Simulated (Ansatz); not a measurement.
A series in volume per atom on BaO

Equation of state of a cubic crystal from periodic Kohn-Sham density functional theory without spin; pressure corrected for the finite basis. The results are calculated, by Ansatz 0.2.0 development build.

Cell of the first row (space group Fm-3m, No. 225):
```
cell vectors (Å)
   0.0000     2.7298     2.7298
   2.7298     0.0000     2.7298
   2.7298     2.7298     0.0000
atoms (fractions of the cell vectors)
Ba  0.00000  0.00000  0.00000
O   0.50000  0.50000  0.50000
```

Settings of every row: formula BaO; structure type rock salt; functional PBE; spin treatment none; k mesh 34x34x34; occupation method fermi-dirac; occupation width 0.061225619 eV; wave cutoff 420 eV; datasets soft-1 PAW; density cutoff ratio 4.

Limits: no spin-orbit coupling, which can matter with elements this heavy.

```
row  volume per atom (Å³)  pressure (GPa)  energy above lowest point (meV/atom)
  1                20.341           4.951                                 19.08
  2                20.774           3.125                                  8.22
  3                21.206               ?                                     ?
  4                21.639           0.031                                     0
  5                22.072          -1.276                                  1.72
  6                22.505          -2.447                                  6.77
  7                22.938          -3.493                                 14.82
```

Question: what pressure and energy above lowest point should row 3 give?

Worked fit of pressure. Take u = (V_r/V)^(2/3) − 1 with V_r = 21.855 Å³ an atom, which is twice the finite (Eulerian) strain; such expansions in the strain, on which the Birch-Murnaghan equation of state is built, carry the rest volume and the bulk modulus. The shown rows have u = 0.04902, 0.0344, 0.00664, -0.00657, -0.01935, -0.03173. Least squares give pressure = −0.6389 + 98.995 × u + 293.55 × u² + 269.9 × u³ GPa; a parabola predicts inner rows, each left out in turn, worse (root mean square 0.0056 against 0.00092 GPa). The rows lie off it by 0.000, 0.000, 0.000, 0.001, -0.001, 0.000. The pressure vanishes at u = 0.0063, or V = 21.65 Å³ an atom, and there the bulk modulus at fixed shape and fractions is B = −V dP/dV = (2/3)(1 + u) dP/du = 68.9 GPa. The withheld row has u = 0.0203, so the fit gives −0.6389 + 98.995 × (0.0203) + 293.55 × (0.0203)² + 269.9 × (0.0203)³ = 1.494 GPa.

The calculation gave 1.492 GPa. The fit lies 0.002 GPa (0.024 % of the column's range) above it; its largest miss of a shown row is 0.001 GPa.

Worked fit of energy above lowest point. Take u = (V_r/V)^(2/3) − 1 with V_r = 21.855 Å³ an atom, which is twice the finite (Eulerian) strain; such expansions in the strain, on which the Birch-Murnaghan equation of state is built, carry the rest volume and the bulk modulus. The shown rows have u = 0.04902, 0.0344, 0.00664, -0.00657, -0.01935, -0.03173. Least squares give energy above lowest point = 0.416 − 130.49 × u + 10286.9 × u² + 2906 × u³ meV/atom; a parabola predicts inner rows, each left out in turn, worse (root mean square 0.059 against 0.0061 meV/atom). All shown rows lie on it to the printed digit. Its lowest point lies at u = 0.0063, or V = 21.65 Å³ an atom, and the curvature there gives the bulk modulus at fixed shape and fractions, B = (4/9)(1 + u)² E″(u)/V = 68.9 GPa. The withheld row has u = 0.0203, so the fit gives 0.416 − 130.49 × (0.0203) + 10286.9 × (0.0203)² + 2906 × (0.0203)³ = 2.03 meV/atom.

The calculation gave 2.02 meV/atom. The fit lies 0.01 meV/atom (0.052 % of the column's range) above it, one unit of the last digit.
